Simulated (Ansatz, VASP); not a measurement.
**C in VASP and in Ansatz**

```
CELL_PARAMETERS angstrom
2.46653 0.00000 0.00000
-1.23327 2.13608 0.00000
0.00000 0.00000 8.51285
ATOMIC_POSITIONS crystal
C 0.00000 0.00000 0.00250
C 0.00000 0.00000 0.50250
C 0.33333 0.66667 0.00250
C 0.66667 0.33333 0.50250
```

Alike in both runs: task single point; functional PBE; k mesh 24 × 24 × 6; occupations gaussian, width 0.15 eV; no spin polarisation.

|  | VASP | Ansatz |
| --- | --- | --- |
| version | VASP 6.6.1 | Ansatz 0.2.0 |
| potentials or method | VASP PAW PBE potentials, release 64 (C) | scalar-relativistic, plane waves, PAW |
| plane-wave cutoff (eV) | 520 | 420 |
| valence electrons in the cell | 16 | 16 |

```csv
,VASP,Ansatz,Ansatz less VASP
gap on the k mesh at the Fermi level (eV),none,none,-
pressure (GPa),0.4,0.0,-0.35
largest component of the traceless stress (GPa),0.37,0.04,-0.323
```

A gap of «none» marks a metal or a gap that the smearing closes. The functional is the same, so the differences come from potentials, cutoffs and numerics.

Caveats: this functional lacks dispersion, which binds the layers, so the pressure and a relaxed spacing across them are unreliable.
